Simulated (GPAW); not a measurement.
# Screening of a field by 2H-MoS2 monolayer

Aim: the dipole that a field along the normal induces in 2H-MoS2 monolayer.

Main program and level: GPAW 26.7.0; GPAW, PAW setups; layer in a repeated cell with vacuum, relaxation of atoms and in-plane cell, in the first sound run; inputs show where later runs differ.

## (1) Starting point

The cell holds 3 atoms: 2 S and 1 Mo. Its edges and angles: a = 3.180 Å, b = 3.180 Å, c = 21.263 Å, α = 90.0°, β = 90.0°, γ = 120.0°. Vacuum lies along c.

As a file:

```cif
data_structure
_symmetry_space_group_name_H-M 'P 1'
_symmetry_Int_Tables_number 1
_cell_length_a 3.1800
_cell_length_b 3.1800
_cell_length_c 21.2626
_cell_angle_alpha 90.000
_cell_angle_beta 90.000
_cell_angle_gamma 120.000
_cell_volume 186.21
loop_
_atom_site_label
_atom_site_type_symbol
_atom_site_fract_x
_atom_site_fract_y
_atom_site_fract_z
_atom_site_occupancy
S1 S 0.33333 0.66667 0.42328 1
Mo2 Mo 0.00000 0.00000 0.50000 1
S3 S 0.33333 0.66667 0.57672 1
```

## (2) Relaxing the atoms

The atoms are relaxed first, since the surface dipole, and with it the work function, follows the positions of the outer layers.

run.py

```python
import json
import numpy as np
from ase import Atoms
from ase.filters import FrechetCellFilter
from ase.optimize import BFGS
from gpaw import GPAW, PW

slab = Atoms(
    ['S', 'Mo', 'S'],
    positions=[
        [-0.00000, 1.83597, 9.00000],
        [0.00000, 0.00000, 10.63130],
        [-0.00000, 1.83597, 12.26260]],
    cell=[[3.18, 0.0, 0.0], [-1.59, 2.75396, 0.0], [0.0, 0.0, 21.2626]],
    pbc=[True, True, True])

slab.calc = GPAW(mode=PW(600), xc='PBE', kpts={'size': (12, 12, 1), 'gamma': True},
                 occupations={'name': 'fermi-dirac', 'width': 0.05}, nbands='160%',
                 convergence={'density': 1e-05}, maxiter=200,
                 symmetry={'tolerance': 1e-3}, txt='slab.txt')
result = {}
# The in-plane cell is free; stress needs a cell that repeats along all three vectors
path = []
opt = BFGS(FrechetCellFilter(slab, mask=[1, 1, 0, 0, 0, 1]), maxstep=0.2)
opt.attach(lambda: path.append((slab.get_potential_energy(), slab.positions.tolist(), slab.get_forces().tolist())))
result['relaxed'] = bool(opt.run(fmax=0.02, steps=45))
result['path'] = path
result['cell'] = slab.cell.tolist()
print('in-plane lattice', slab.cell.cellpar().round(4)[[0, 1, 5]])
energy = slab.get_potential_energy()
fermi = slab.calc.get_fermi_level()
v = slab.calc.get_electrostatic_potential().mean((0, 1)) - fermi
n = slab.calc.get_pseudo_density().mean((0, 1))
L = slab.cell[2, 2]
z = np.arange(len(v)) * L / len(v)
low, high = slab.positions[:, 2].min(), slab.positions[:, 2].max()
below, above = np.interp([low - 6.8, high + 6.8], z, v)
slopes = [np.interp(x, z, np.gradient(v, z)) for x in (low - 6.8, high + 6.8)]
eps = np.array([[slab.calc.get_eigenvalues(k, s) for k in range(len(slab.calc.get_ibz_k_points()))]
                for s in range(slab.calc.get_number_of_spins())]) - fermi
top, bottom = eps[eps < 0].max(), eps[eps > 0].min()
dipole = slab.get_dipole_moment()[2]
print(f'energy {energy:.4f} eV, Fermi level {fermi:.4f} eV, dipole {dipole:.5f} e A')
print(f'potential 6.8 A off the faces, from the Fermi level: lower {below:.4f} eV, upper {above:.4f} eV')
print(f'slope of the potential there: lower {slopes[0]:.5f}, upper {slopes[1]:.5f} eV/A')
print(f'nearest levels on the mesh: {top:.4f} and {bottom:.4f} eV')
print('magnetic moment', round(slab.get_magnetic_moment(), 3))
result.update(energy=energy, fermi=fermi, dipole=dipole, below=below, above=above, slopes=slopes, edges=[top, bottom],
              z=z.tolist(), v=v.tolist(), n=n.tolist(), positions=slab.positions.tolist(),
              forces=slab.get_forces(apply_constraint=False).tolist(), moments=slab.get_magnetic_moments().tolist())
json.dump(result, open('result.json', 'w'))
```

Run with:

```
OMP_NUM_THREADS=1 OPENBLAS_NUM_THREADS=1 python run.py
```

What it wrote:

```text
Step          Energy          fmax
BFGS:    0      -22.045334        1.126884
BFGS:    1      -22.079844        0.845540
BFGS:    2      -22.118399        0.211087
BFGS:    3      -22.119638        0.151703
BFGS:    4      -22.121297        0.083197
BFGS:    5      -22.122591        0.060316
BFGS:    6      -22.122864        0.017730
in-plane lattice [  3.184   3.184 120.   ]
energy -22.1229 eV, Fermi level -1.2414 eV, dipole 0.00001 e A
potential 6.8 A off the faces, from the Fermi level: lower 5.1042 eV, upper 5.1042 eV
slope of the potential there: lower -0.00000, upper 0.00000 eV/A
nearest levels on the mesh: -0.8485 and 0.8043 eV
magnetic moment 0.0
```

The job ended after 3.3 min (1 thread of AMD EPYC 7B13 (Zen 3), shared host; peak memory 0.4 GiB).

Numbers from this step:

```
dipole along the normal                    : 8.18e-6 e·Å
levels nearest the Fermi level on the mesh : -0.8485, 0.8043 eV from the Fermi level
```

Table of electrostatic potential energy of an electron (without an applied field's), less the Fermi level, planar mean by z:

| z (Å) | electrostatic potential energy of an electron (without an applied field's), less the Fermi level, planar mean (eV) |
| --- | --- |
| 0.0 | 5.10 |
| 0.5 | 5.10 |
| 1.0 | 5.10 |
| 1.5 | 5.10 |
| 2.0 | 5.10 |
| 2.5 | 5.10 |
| 3.0 | 5.10 |
| 3.5 | 5.10 |
| 4.0 | 5.10 |
| 4.5 | 5.10 |
| 5.0 | 5.10 |
| 5.5 | 5.10 |
| 6.0 | 5.10 |
| 6.5 | 5.09 |
| 7.0 | 5.03 |
| 7.5 | 4.74 |
| 8.0 | 3.33 |
| 8.5 | -3.09 |
| 9.0 | -18.6 |
| 9.5 | -9.31 |
| 10.0 | -8.76 |
| 10.5 | -21.8 |
| 11.0 | -15.7 |
| 11.5 | -6.35 |
| 12.0 | -16.1 |
| 12.5 | -11.3 |
| 13.0 | 1.07 |
| 13.5 | 4.27 |
| 14.0 | 4.93 |
| 14.5 | 5.07 |
| 15.0 | 5.10 |
| 15.5 | 5.10 |
| 16.0 | 5.10 |
| 16.5 | 5.10 |
| 17.0 | 5.10 |
| 17.5 | 5.10 |
| 18.0 | 5.10 |
| 18.5 | 5.10 |
| 19.0 | 5.10 |
| 19.5 | 5.10 |
| 20.0 | 5.10 |
| 20.5 | 5.10 |
| 21.0 | 5.10 |

The pseudo valence density, planar mean by z:

z (Å), pseudo valence density, planar mean (e/Å³) and a bar:
```
      5.5       0.00 
      6.0       0.00 
      6.5       0.00 
      7.0       0.00 
      7.5       0.02 
      8.0       0.10 ##
      8.5       0.33 #######
      9.0       0.39 ########
      9.5       0.51 ##########
     10.0       0.56 ###########
     10.5       1.46 ##############################
     11.0       0.93 ###################
     11.5       0.49 ##########
     12.0       0.47 ##########
     12.5       0.40 ########
     13.0       0.20 ####
     13.5       0.05 #
     14.0       0.01 
     14.5       0.00 
     15.0       0.00 
     15.5       0.00
```

The relaxation lowered the energy of the cell by 0.0775 eV (energies extrapolated to zero smearing; the optimiser's log prints free energies). The largest force left on a free atom is 0.018 eV/Å.

## (3) The slab's potential

With the geometry fixed, the planar mean of the potential gives the vacuum level on each side.

This step: GPAW, PAW setups; slab in vacuum (GPAW 26.7.0).

The cell differs from the one that the last finished run ended in (c 21.263 → 21.129 Å).

run.py, as its differences from that of step 2:

```diff
@@ -3,4 +3,2 @@
 from ase import Atoms
-from ase.filters import FrechetCellFilter
-from ase.optimize import BFGS
 from gpaw import GPAW, PW
@@ -10,21 +8,14 @@
     positions=[
-        [-0.00000, 1.83597, 9.00000],
-        [0.00000, 0.00000, 10.63130],
-        [-0.00000, 1.83597, 12.26260]],
-    cell=[[3.18, 0.0, 0.0], [-1.59, 2.75396, 0.0], [0.0, 0.0, 21.2626]],
-    pbc=[True, True, True])
+        [-0.00000, 1.83829, 9.00000],
+        [-0.00000, 0.00000, 10.56434],
+        [-0.00000, 1.83829, 12.12868]],
+    cell=[[3.18402, -0.0, 0.0], [-1.59201, 2.75744, 0.0], [0.0, 0.0, 21.1287]],
+    pbc=[True, True, False])
 
-slab.calc = GPAW(mode=PW(600), xc='PBE', kpts={'size': (12, 12, 1), 'gamma': True},
+slab.calc = GPAW(mode=PW(400), xc='PBE', kpts={'size': (12, 12, 1), 'gamma': True},
                  occupations={'name': 'fermi-dirac', 'width': 0.05}, nbands='160%',
                  convergence={'density': 1e-05}, maxiter=200,
+                 poissonsolver={'dipolelayer': 'xy'},
                  symmetry={'tolerance': 1e-3}, txt='slab.txt')
 result = {}
-# The in-plane cell is free; stress needs a cell that repeats along all three vectors
-path = []
-opt = BFGS(FrechetCellFilter(slab, mask=[1, 1, 0, 0, 0, 1]), maxstep=0.2)
-opt.attach(lambda: path.append((slab.get_potential_energy(), slab.positions.tolist(), slab.get_forces().tolist())))
-result['relaxed'] = bool(opt.run(fmax=0.02, steps=45))
-result['path'] = path
-result['cell'] = slab.cell.tolist()
-print('in-plane lattice', slab.cell.cellpar().round(4)[[0, 1, 5]])
 energy = slab.get_potential_energy()
```

What it wrote:

```text
energy -22.0738 eV, Fermi level -1.2169 eV, dipole -0.00019 e A
potential 6.8 A off the faces, from the Fermi level: lower 5.1028 eV, upper 5.1070 eV
slope of the potential there: lower -0.00001, upper 0.00001 eV/A
nearest levels on the mesh: -0.8487 and 0.8034 eV
magnetic moment 0.0
```

It took 14 s on 1 thread; peak memory 0.19 GiB.

Numbers from this step:

- dipole along the normal: -1.91e-4 e·Å
- levels nearest the Fermi level on the mesh: -0.8487, 0.8034 eV from the Fermi level
- upper work function: 5.107 eV
- lower work function: 5.103 eV
- upper ionisation energy: 5.956 eV

Electrostatic potential energy of an electron (without an applied field's), less the Fermi level, planar mean against z:

| z (Å) | electrostatic potential energy of an electron (without an applied field's), less the Fermi level, planar mean (eV) |
| --- | --- |
| 0 | 5.10 |
| 1 | 5.10 |
| 2 | 5.10 |
| 3 | 5.10 |
| 4 | 5.10 |
| 5 | 5.10 |
| 6 | 5.10 |
| 7 | 5.01 |
| 8 | 2.90 |
| 9 | -19.0 |
| 10 | -10.2 |
| 11 | -13.7 |
| 12 | -17.7 |
| 13 | 1.80 |
| 14 | 4.96 |
| 15 | 5.10 |
| 16 | 5.11 |
| 17 | 5.11 |
| 18 | 5.11 |
| 19 | 5.11 |
| 20 | 5.11 |
| 21 | 5.11 |

Table of pseudo valence density, planar mean by z:

| z (Å) | pseudo valence density, planar mean (e/Å³) |
| --- | --- |
| 5.5 | 5.4e-5 |
| 6.0 | 2.3e-4 |
| 6.5 | 0.00109 |
| 7.0 | 0.00532 |
| 7.5 | 0.0257 |
| 8.0 | 0.119 |
| 8.5 | 0.352 |
| 9.0 | 0.406 |
| 9.5 | 0.505 |
| 10.0 | 0.634 |
| 10.5 | 1.51 |
| 11.0 | 0.785 |
| 11.5 | 0.494 |
| 12.0 | 0.439 |
| 12.5 | 0.404 |
| 13.0 | 0.172 |
| 13.5 | 0.0397 |
| 14.0 | 0.00770 |
| 14.5 | 0.00162 |
| 15.0 | 3.6e-4 |
| 15.5 | 7.6e-5 |

The layer is gapped, so the Fermi level lies somewhere inside the gap, set by smearing and numerics, and these work functions are no property of the material; the band edges below the vacuum level are. The potential is flat to 9.3e-6 eV/Å where it is read, so the vacuum is wide enough.

## (4) In a field

A uniform field along the normal polarises the slab; the atoms stay fixed, so this is the electronic response alone.

run.py, as its differences from that of step 3:

```diff
@@ -4,2 +4,3 @@
 from gpaw import GPAW, PW
+from gpaw.external import ConstantElectricField
 
@@ -18,2 +19,3 @@
                  poissonsolver={'dipolelayer': 'xy'},
+                 external=ConstantElectricField(-0.2, [0, 0, 1]),
                  symmetry={'tolerance': 1e-3}, txt='slab.txt')
```

What it wrote:

```text
energy -22.0787 eV, Fermi level -1.2178 eV, dipole -0.04945 e A
potential 6.8 A off the faces, from the Fermi level: lower 4.5969 eV, upper 5.6161 eV
slope of the potential there: lower -0.00001, upper 0.00001 eV/A
nearest levels on the mesh: -0.8490 and 0.8028 eV
magnetic moment 0.0
```

It took 47 s on 1 thread; peak memory 0.31 GiB.

This step gave:

```
dipole along the normal                                         : -0.04945 e·Å
levels nearest the Fermi level on the mesh                      : -0.8490, 0.8028 eV from the Fermi level
potential below the slab, the applied field's own ramp left out : 4.597 eV from the Fermi level
potential above the slab, the applied field's own ramp left out : 5.616 eV from the Fermi level
```

Table of electrostatic potential energy of an electron (without an applied field's), less the Fermi level, planar mean by z:

| z (Å) | electrostatic potential energy of an electron (without an applied field's), less the Fermi level, planar mean (eV) |
| --- | --- |
| 0.0 | 5.11 |
| 0.5 | 4.60 |
| 1.0 | 4.60 |
| 1.5 | 4.60 |
| 2.0 | 4.60 |
| 2.5 | 4.60 |
| 3.0 | 4.60 |
| 3.5 | 4.60 |
| 4.0 | 4.60 |
| 4.5 | 4.60 |
| 5.0 | 4.60 |
| 5.5 | 4.60 |
| 6.0 | 4.59 |
| 6.5 | 4.58 |
| 7.0 | 4.51 |
| 7.5 | 4.16 |
| 8.0 | 2.45 |
| 8.5 | -5.23 |
| 9.0 | -19.3 |
| 9.5 | -8.19 |
| 10.0 | -10.3 |
| 10.5 | -22.6 |
| 11.0 | -13.6 |
| 11.5 | -6.41 |
| 12.0 | -17.4 |
| 12.5 | -8.49 |
| 13.0 | 2.23 |
| 13.5 | 4.90 |
| 14.0 | 5.46 |
| 14.5 | 5.58 |
| 15.0 | 5.61 |
| 15.5 | 5.61 |
| 16.0 | 5.62 |
| 16.5 | 5.62 |
| 17.0 | 5.62 |
| 17.5 | 5.62 |
| 18.0 | 5.62 |
| 18.5 | 5.62 |
| 19.0 | 5.62 |
| 19.5 | 5.62 |
| 20.0 | 5.62 |
| 20.5 | 5.62 |
| 21.0 | 5.30 |

The dipole is now -0.0495 e Å, against -1.9e-4 in the run without a field.

## (5) Field on

run.py, as its differences from that of step 4:

```diff
@@ -19,3 +19,3 @@
                  poissonsolver={'dipolelayer': 'xy'},
-                 external=ConstantElectricField(-0.2, [0, 0, 1]),
+                 external=ConstantElectricField(-0.1, [0, 0, 1]),
                  symmetry={'tolerance': 1e-3}, txt='slab.txt')
```

What it wrote:

```text
energy -22.0750 eV, Fermi level -1.2187 eV, dipole -0.02472 e A
potential 6.8 A off the faces, from the Fermi level: lower 4.8521 eV, upper 5.3617 eV
slope of the potential there: lower -0.00001, upper 0.00001 eV/A
nearest levels on the mesh: -0.8472 and 0.8048 eV
magnetic moment 0.0
```

The job ended after 44 s (1 thread; peak memory 0.31 GiB).

Numbers from this step:

| Item | Value |
| --- | --- |
| dipole along the normal | -0.02472 e·Å |
| levels nearest the Fermi level on the mesh | -0.8472, 0.8048 eV from the Fermi level |
| potential below the slab, the applied field's own ramp left out | 4.852 eV from the Fermi level |
| potential above the slab, the applied field's own ramp left out | 5.362 eV from the Fermi level |

Table of electrostatic potential energy of an electron (without an applied field's), less the Fermi level, planar mean by z:

z (Å), electrostatic potential energy of an electron (without an applied field's), less the Fermi level, planar mean (eV) and a bar from the least value:
```
      0.0        5.1 ##############################
      0.5        4.9 #############################
      1.0        4.9 #############################
      1.5        4.9 #############################
      2.0        4.9 #############################
      2.5        4.9 #############################
      3.0        4.9 #############################
      3.5        4.9 #############################
      4.0        4.9 #############################
      4.5        4.9 #############################
      5.0        4.9 #############################
      5.5        4.9 #############################
      6.0        4.8 #############################
      6.5        4.8 #############################
      7.0        4.8 #############################
      7.5        4.4 #############################
      8.0        2.7 ###########################
      8.5       -5.0 ###################
      9.0      -19.2 ####
      9.5       -8.1 ################
     10.0      -10.3 #############
     10.5      -22.6 
     11.0      -13.6 ##########
     11.5       -6.5 #################
     12.0      -17.6 #####
     12.5       -8.7 ###############
     13.0        2.0 ##########################
     13.5        4.7 #############################
     14.0        5.2 ##############################
     14.5        5.3 ##############################
     15.0        5.4 ##############################
     15.5        5.4 ##############################
     16.0        5.4 ##############################
     16.5        5.4 ##############################
     17.0        5.4 ##############################
     17.5        5.4 ##############################
     18.0        5.4 ##############################
     18.5        5.4 ##############################
     19.0        5.4 ##############################
     19.5        5.4 ##############################
     20.0        5.4 ##############################
     20.5        5.4 ##############################
     21.0        5.2 ##############################
```

The dipole is now -0.0247 e Å, against -1.9e-4 in the run without a field.

## (6) Field on

run.py, as its differences from that of step 5:

```diff
@@ -19,3 +19,3 @@
                  poissonsolver={'dipolelayer': 'xy'},
-                 external=ConstantElectricField(-0.1, [0, 0, 1]),
+                 external=ConstantElectricField(-0.05, [0, 0, 1]),
                  symmetry={'tolerance': 1e-3}, txt='slab.txt')
```

What it wrote:

```text
energy -22.0741 eV, Fermi level -1.2186 eV, dipole -0.01236 e A
potential 6.8 A off the faces, from the Fermi level: lower 4.9793 eV, upper 5.2340 eV
slope of the potential there: lower -0.00001, upper 0.00001 eV/A
nearest levels on the mesh: -0.8470 and 0.8051 eV
magnetic moment 0.0
```

The job ended after 46 s (1 thread; peak memory 0.31 GiB).

Electrostatic potential energy of an electron (without an applied field's), less the Fermi level, planar mean against z:

| z (Å) | electrostatic potential energy of an electron (without an applied field's), less the Fermi level, planar mean (eV) |
| --- | --- |
| 0.0 | 5.11 |
| 0.5 | 4.98 |
| 1.0 | 4.98 |
| 1.5 | 4.98 |
| 2.0 | 4.98 |
| 2.5 | 4.98 |
| 3.0 | 4.98 |
| 3.5 | 4.98 |
| 4.0 | 4.98 |
| 4.5 | 4.98 |
| 5.0 | 4.98 |
| 5.5 | 4.98 |
| 6.0 | 4.97 |
| 6.5 | 4.96 |
| 7.0 | 4.89 |
| 7.5 | 4.53 |
| 8.0 | 2.79 |
| 8.5 | -4.94 |
| 9.0 | -19.1 |
| 9.5 | -8.03 |
| 10.0 | -10.2 |
| 10.5 | -22.6 |
| 11.0 | -13.6 |
| 11.5 | -6.54 |
| 12.0 | -17.6 |
| 12.5 | -8.76 |
| 13.0 | 1.91 |
| 13.5 | 4.55 |
| 14.0 | 5.09 |
| 14.5 | 5.20 |
| 15.0 | 5.23 |
| 15.5 | 5.23 |
| 16.0 | 5.23 |
| 16.5 | 5.23 |
| 17.0 | 5.23 |
| 17.5 | 5.23 |
| 18.0 | 5.23 |
| 18.5 | 5.23 |
| 19.0 | 5.23 |
| 19.5 | 5.23 |
| 20.0 | 5.23 |
| 20.5 | 5.23 |
| 21.0 | 5.15 |

## (7) In a field

run.py, as its differences from that of step 6:

```diff
@@ -19,3 +19,3 @@
                  poissonsolver={'dipolelayer': 'xy'},
-                 external=ConstantElectricField(-0.05, [0, 0, 1]),
+                 external=ConstantElectricField(0.05, [0, 0, 1]),
                  symmetry={'tolerance': 1e-3}, txt='slab.txt')
```

What it wrote:

```text
energy -22.0741 eV, Fermi level -1.2186 eV, dipole 0.01236 e A
potential 6.8 A off the faces, from the Fermi level: lower 5.2340 eV, upper 4.9793 eV
slope of the potential there: lower -0.00001, upper 0.00001 eV/A
nearest levels on the mesh: -0.8470 and 0.8051 eV
magnetic moment 0.0
```

Run time: 46 s. Hardware: 1 thread; peak memory 0.31 GiB.

## (8) In a field

run.py, as its differences from that of step 7:

```diff
@@ -19,3 +19,3 @@
                  poissonsolver={'dipolelayer': 'xy'},
-                 external=ConstantElectricField(0.05, [0, 0, 1]),
+                 external=ConstantElectricField(0.1, [0, 0, 1]),
                  symmetry={'tolerance': 1e-3}, txt='slab.txt')
```

What it wrote:

```text
energy -22.0750 eV, Fermi level -1.2187 eV, dipole 0.02472 e A
potential 6.8 A off the faces, from the Fermi level: lower 5.3617 eV, upper 4.8521 eV
slope of the potential there: lower -0.00001, upper 0.00001 eV/A
nearest levels on the mesh: -0.8472 and 0.8048 eV
magnetic moment 0.0
```

Run time: 45 s. Hardware: 1 thread; peak memory 0.32 GiB.

The dipole is now 0.0247 e Å, against -1.9e-4 in the run without a field.

## (9) In a field

run.py, as its differences from that of step 8:

```diff
@@ -19,3 +19,3 @@
                  poissonsolver={'dipolelayer': 'xy'},
-                 external=ConstantElectricField(0.1, [0, 0, 1]),
+                 external=ConstantElectricField(0.2, [0, 0, 1]),
                  symmetry={'tolerance': 1e-3}, txt='slab.txt')
```

What it wrote:

```text
energy -22.0787 eV, Fermi level -1.2178 eV, dipole 0.04945 e A
potential 6.8 A off the faces, from the Fermi level: lower 5.6161 eV, upper 4.5969 eV
slope of the potential there: lower -0.00001, upper 0.00001 eV/A
nearest levels on the mesh: -0.8490 and 0.8028 eV
magnetic moment 0.0
```

The job ended after 48 s (1 thread; peak memory 0.31 GiB).

The electrostatic potential energy of an electron (without an applied field's), less the Fermi level, planar mean by z:

| z (Å) | electrostatic potential energy of an electron (without an applied field's), less the Fermi level, planar mean (eV) |
| --- | --- |
| 0.0 | 5.11 |
| 0.5 | 5.62 |
| 1.0 | 5.62 |
| 1.5 | 5.62 |
| 2.0 | 5.62 |
| 2.5 | 5.62 |
| 3.0 | 5.62 |
| 3.5 | 5.62 |
| 4.0 | 5.62 |
| 4.5 | 5.62 |
| 5.0 | 5.62 |
| 5.5 | 5.61 |
| 6.0 | 5.61 |
| 6.5 | 5.59 |
| 7.0 | 5.51 |
| 7.5 | 5.14 |
| 8.0 | 3.35 |
| 8.5 | -4.46 |
| 9.0 | -18.7 |
| 9.5 | -7.78 |
| 10.0 | -10.1 |
| 10.5 | -22.6 |
| 11.0 | -13.7 |
| 11.5 | -6.77 |
| 12.0 | -18.0 |
| 12.5 | -9.22 |
| 13.0 | 1.36 |
| 13.5 | 3.95 |
| 14.0 | 4.47 |
| 14.5 | 4.57 |
| 15.0 | 4.59 |
| 15.5 | 4.60 |
| 16.0 | 4.60 |
| 16.5 | 4.60 |
| 17.0 | 4.60 |
| 17.5 | 4.60 |
| 18.0 | 4.60 |
| 18.5 | 4.60 |
| 19.0 | 4.60 |
| 19.5 | 4.60 |
| 20.0 | 4.60 |
| 20.5 | 4.60 |
| 21.0 | 4.92 |

The dipole is now 0.0495 e Å, against -1.9e-4 in the run without a field.

[end of part 1 of 2]

[Logs are printed without paths, hosts, clocks, repeated set-up lines and the standing remarks that a program may print on its own settings, such as how far it seeks lower states.]

[Hosts, paths, dates, database ids (printed as entryN), source tags and the programs' standing remarks are cut or masked in the printed files.]
